An exciton ought to look like a hydrogen atom. An electron and a hole attract each other through a dielectric, so their bound levels should lie below the gap at distances B, B/4, B/9 and so on, where B is the binding energy, and crowd together at the gap edge. This calculation on zinc selenide gives one level about a quarter of an electronvolt below the gap, then an empty stretch of about 1.5 eV, then a dense group. The empty stretch shows that the ladder is not a hydrogen series. It mostly pictures the grid of wave vectors (the k mesh) on which the electron–hole problem was solved.

GPAW 26.7.0, Bethe–Salpeter equation on GLLB-SC Kohn–Sham states of zinc-blende ZnSe, without scissors shift or spin–orbit coupling. PAW data sets (gpaw-data 1.2.1), plane-wave cutoff 400 eV; k mesh 7 × 7 × 7 for the ground state, 5 × 5 × 5 for the excitons. The pair states use 6 valence and 2 conduction bands, the screening 49 bands and a 30 eV cutoff.

| row | exciton energies (eV) | exciton weights |
| --- | --- | --- |
| 1 | 1.368 | 0.431 |
| 2 | 1.368 | 0.354 |
| 3 | 1.368 | 0.705 |
| 4 | 2.879 | 0.935 |
| 5 | 2.879 | 0.919 |
| 6 | 2.879 | 1.449 |
| 7 | 3.009 | 0.000 |
| 8 | 3.009 | 0.000 |
| 9 | 3.010 | 0.000 |
| 10 | 3.021 | 0.000 |
| 11 | 3.021 | 0.000 |
| 12 | 3.033 | 0.000 |
| 13 | 3.033 | 0.000 |
| 14 | 3.034 | 0.000 |
| 15 | 3.036 | 0.000 |
| 16 | 3.036 | 0.000 |
| 17 | 3.041 | 0.006 |
| 18 | 3.041 | 0.004 |
| 19 | 3.041 | 0.009 |
| 20 | 3.291 | 0.242 |
| 21 | 3.291 | 0.372 |
| 22 | 3.291 | 0.346 |
| 23 | 3.312 | 0.000 |
| 24 | 3.312 | 0.000 |

**What happens**

The Bethe–Salpeter equation for the electron–hole pair was solved on a mesh of 5 × 5 × 5 points; the ground-state calculation before it used 7 × 7 × 7 points. The exciton energies are excitation energies, counted from the ground state of the crystal, and the exciton weights say how strongly each state absorbs light. Rows 1 to 3 are one threefold level, the only one below the gap of 1.625 eV. Rows 4 to 19 form a group of sixteen states, and a third group starts at 3.291 eV. Within a set of equal energies the program may mix the states freely, so only the summed weight of a set has a meaning. Because the optical matrix elements are incomplete, even the sums are qualitative.

**Three explanations, one count**

The hydrogen series is the tempting explanation, since the lowest level does look like a bound ground state. If it were one, with B = 0.257 eV, the second level would lie at 1.561 eV, just under the gap. The next computed level is at 2.879 eV, far above the gap.

A second idea is that the upper group belongs to another conduction level, reached from the same valence top at the zone centre. That next level is threefold in this crystal, so three valence bands would give nine states. Only one of its bands was included, which leaves three. Neither number is sixteen.

The third explanation starts from a limiting case. Suppose the mesh had a single point, the zone centre: three valence bands and one conduction band would give exactly three states, as in rows 1 to 3. Now add the nearest mesh points. In this lattice there are eight, all on the threefold axes, where the two highest valence bands have equal energy as long as spin–orbit coupling is left out, as it is here. Eight points times two bands make sixteen states.

**The fingerprint in the multiplets**

A count alone could be a coincidence, particularly as the break after row 19 is only about twice the widest gap inside the group. Symmetry gives a sharper test. The eight points fall into two sets of four, and each set carries eight states. In a cubic crystal of this type these eight must combine into one pair (called E) and two triplets (T₁ and T₂). Only T₂ behaves like the directions x, y, z and can absorb light.

The group should therefore hold two pairs and four triplets, with two of the triplets allowed to absorb. The computed order is 3, 3, 2, 3, 2, 3, and only the first and the last triplet have any weight. The assignment to mesh points is an inference from number and symmetry, but the other two explanations offer nothing that fits as closely.

The last triplet, rows 17 to 19, is allowed and yet almost dark: its summed weight is about 0.02, against 3.3 for rows 4 to 6. Theory offers a reason. The two sets of four points are opposite to each other, and their states combine as a sum and a difference. In a crystal with an inversion centre one of these combinations would be exactly dark. Zinc blende has no such centre, so a small remainder is permitted.

**Why the lowest level lies so deep**

The same mesh can account for the size of the binding. In terms of wave vectors, the attraction between electron and hole is 4πe²/(εq²), where q is the change of wave vector, e² is 14.4 eV Å and ε is the dielectric constant. It diverges at q = 0, so the calculation replaces it there by an average over a small sphere with the volume that belongs to one mesh point. A thin shell of the sphere has a volume proportional to q² dq, which cancels the divergence and leaves a finite energy, 2e²q₀/(πε), with q₀ the radius of the sphere.

Here is the estimate in full. The crystal cell holds two atoms of 22.76 Å³ each, about 45.5 Å³, and the mesh has 5 × 5 × 5 = 125 points. The radius follows from q₀³ = 6π²/(125 × 45.5 Å³), which gives q₀ ≈ 0.22 Å⁻¹. With a rough recalled ε of 6, the energy is 2 × 14.4 × 0.22/(6π) ≈ 0.3 eV.

That is the order of the computed 0.257 eV, and it contains no exciton orbit at all, only the spacing of the mesh and the screening. The hydrogen formula, with the same ε and a rough recalled reduced mass of 0.1 electron masses, gives about 0.04 eV; the measured binding is roughly 0.02 eV. The difference matters for a light emitter or detector. A binding of a quarter of an electronvolt is ten times the thermal energy at room temperature and would keep electron and hole together, whereas the smaller values let heat separate many of the pairs.

Lengths tell the same story. The hydrogen formula gives the exciton a radius of about 3 nm, but a mesh of five points along each edge describes a crystal that repeats after 2 nm. The pair has no room to spread to its natural size. The hydrogen picture may thus be sound for the real material and still be useless for reading this list of levels.

**Where the simple picture fails**

The mesh explains how many states each of the first two groups has, but a simple effective mass doesn't give the distance between them. A parabolic band with the mass used above would put the nearest mesh points 5.6 eV above the gap, while the middle group lies on average only 1.4 eV above it. The sphere term can't explain the difference, since it lowers every pair by the same few tenths of an electronvolt. But the eight points are already two fifths of the way to the zone boundary, and that far out the bands no longer follow the parabola: they separate much more slowly. The distance has to be read from the band structure at the mesh point itself.

The third group, from row 20 on, can't be assigned in this way. The next mesh points, only a little further out, are the likelier source. The other candidate is the third valence band at the same eight points, but it is expected to lie well below the upper two. The list stops before a full count could decide. By symmetry neither source gives pairs, so rows 23 and 24 are probably two members of a triplet that the list cuts off. The bands included also cut through the zinc 3d set and through the threefold conduction level, which may shift any of the rows a little.

**What to do about it**

Count before naming. When the groups above the gap in an exciton calculation contain as many states as there are equivalent mesh points times degenerate bands, they are best read as samples of a continuum, not as excited states of the exciton. For another direct-gap zinc-blende crystal treated on such a coarse mesh without spin–orbit coupling, three states followed by sixteen is the pattern to look for, provided that no other mesh points give transitions as low as those of the nearest eight.

Then refine the mesh, keeping the zone centre in it. The sphere term is proportional to q₀, so doubling the number of points along each edge halves it. A binding that shrinks in this manner belongs to the mesh; one that settles belongs to the material. To give a 3 nm radius enough room takes tens of points along each edge, or a mesh made dense only around the zone centre. Such a series of meshes would also be the decisive test of the explanation given here for the depth of the lowest level.

Finally, don't calibrate on the absorption peak. It lies at 2.9 eV, temptingly close to the measured gap of roughly 2.8 eV, but it coincides with rows 4 to 6, the brightest states of the eight-point group. The gap under it is the bare Kohn–Sham gap, without the derivative discontinuity that this functional needs for a true gap, and so it is more than 1 eV too small. Once the gap is corrected, this peak will move up and the agreement will be lost. Spin–orbit coupling, which splits the valence top by roughly 0.4 eV, will also break up the threefold lowest level.

The printed output below sets the state counts beside those of the three explanations and gives the rough estimates of binding and size; no parameter was fitted, but the energy windows that separate the groups were set by looking at the levels.

Output of the analysis:

```
Lowest level below the gap by (eV): 0.2572
Number of levels below the gap: 3
Hydrogen series would put its second level at (eV): 1.561
Second computed level lies above the gap by (eV): 1.254
Step from first to second computed level (eV): 1.511
States in the middle group, computed: 16
States in the middle group, eight mesh points times two valence bands: 16
States if zone centre to full threefold conduction level: 9
States if zone centre to the one further band included: 3
Spread of the middle group (eV): 0.162
Largest gap inside the middle group (eV): 0.13
Break after the middle group (eV): 0.25
Size of multiplet at 2.879 eV: 3
Size of multiplet near 3.009 eV: 3
Size of multiplet at 3.021 eV: 2
Size of multiplet near 3.033 eV: 3
Size of multiplet at 3.036 eV: 2
Size of multiplet at 3.041 eV: 3
Summed weight of rows 1 to 3: 1.49
Summed weight of rows 4 to 6: 3.303
Summed weight of rows 17 to 19: 0.019
Repeat length of the mesh along a cell edge (angstrom): 20.04
Hydrogenic exciton radius, rough (angstrom): 31.75
Hydrogenic binding, rough (eV): 0.03779
Attraction averaged over one mesh point, rough (eV): 0.3336
Parabolic band energy at the nearest mesh point, rough (eV): 5.618
Mean of the middle group above the gap (eV): 1.375
```
